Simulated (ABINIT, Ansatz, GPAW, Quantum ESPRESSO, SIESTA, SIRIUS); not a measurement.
# One calculation of Ti, 6 ways

```xyz
3
Lattice="4.5674 0.0000 0.0000 -2.2837 3.9555 0.0000 0.0000 0.0000 2.8262" Properties=species:S:1:pos:R:3 pbc="T T T"
Ti    2.2837    1.3185    1.4131
Ti    0.0000    2.6370    1.4131
Ti    0.0000    0.0000    0.0000
```

This isn't the form of Ti at room conditions, which is hcp.

Alike in all runs: task single point; functional PBEsol; k mesh 7 × 7 × 9; occupations fermi-dirac, width 0.05 eV; no spin polarisation; no spin-orbit coupling. Pressure is positive in compression and, in plane waves, holds the error of the finite cutoff.

```csv
program and potentials,plane-wave cutoff (eV),notes,pressure (GPa)
"Quantum ESPRESSO, GBRV 1.5 PBEsol",612,-,?
"SIESTA, files PseudoDojo sr-pbesol-0.4.1-standard, DZP (energy shift 0.003 Ry; two zetas on semicore shells)",-,atomic basis,-3.31
"GPAW, PAW data sets generated for this functional",600,-,-4.15
"Ansatz, all-electron LAPW, scalar-relativistic",-,-,-3.74
"SIRIUS, PseudoDojo 0.4.1 PBEsol standard (scalar relativistic)",1152,-,-3.69
"ABINIT, PseudoDojo NC SR PBEsol v0.4.1 standard",1143,-,-3.69
```

Estimate from the other rows what the run with Quantum ESPRESSO, GBRV 1.5 PBEsol gave.

Pressure -3.75 GPa. The other rows, which needn't bracket it: pressure -4.15 to -3.31.
